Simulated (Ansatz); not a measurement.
**Axial (c/a) deformation path in MoP**

Computed with Ansatz 0.2.0, DFT PBE, scalar-relativistic, plane waves, PAW. Cutoff 420 eV, Γ-centred 18×18×16 k-points, Gaussian smearing of 0.15 eV. No spin polarisation. Energies are free energies at this smearing, counted from the undisturbed cell; pressure is positive in compression.

The starting cell (as given, not relaxed at this level; it stands at 2.7 GPa, and it needn't be the usual structure):

```
Mo P
1.0
     3.22300    0.00000    0.00000
    -1.61150    2.79120    0.00000
     0.00000    0.00000    3.19100
Mo P
1 1
Cartesian
  -1.6115 2.7912 0.0000
  0.0000 1.8608 1.5955
```

At fixed volume and fractional coordinates, lengths along (0.000, 0.000, 1.000) are scaled against those across it; ρ is that ratio over its starting value. The cell is metallic on the mesh throughout.

Problem. Over the sampled range (0.850 to 1.200), is the undisturbed cell the lowest point?

Solution. Yes, every other sampled point lies higher.

The scan:

```
    ρ  ΔE (meV/atom)
0.850          196.6
0.920           54.9
1.000            0.0
1.100           74.7
1.200          215.8
```